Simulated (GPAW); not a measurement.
Runs of GPAW 26.7.0 on MgO. It takes space group P-6m2 (No. 187, hexagonal). Conventional cell: a = 2.938 Å, b = 2.938 Å, c = 2.680 Å, α = 90.00°, β = 90.00°, γ = 120.00°. Around Mg (site symmetry -6m2) lie 6 O at 2.16 Å. Around O (site symmetry -6m2) lie 6 Mg at 2.16 Å. Measurements of this composition are mostly on another form, of space group No. 225.

| level | exact-exchange share | gap on the mesh (eV) |
| --- | --- | --- |
| PBEh(alpha) | 0.35 | (a) |
| PBE0 | 0.25 | 5.39 |
| PBEh(alpha) | 0.1 | 3.93 |
| PBEh(alpha) | 0.2 | (b) |
| PBEh(alpha) | 0.5 | 7.90 |

Alike in all rows: task single point; potentials or basis GPAW PAW data sets (gpaw-data 1.2.1), pw; no spin polarisation; cell as given; k mesh 3 × 3 × 3; cutoff (eV) 600; smearing fermi-dirac 0.05 eV; the mesh is coarse, so values aren't converged.

Fill in the values left out.

(a) 6.39; (b) 4.90.

Caveats: all runs use coarse meshes; exact exchange converges slowly with the k mesh, and this mesh is small; an odd mesh through Γ misses points on the zone boundary, where band edges often lie.

Runs at the PBE level aren't shown here.
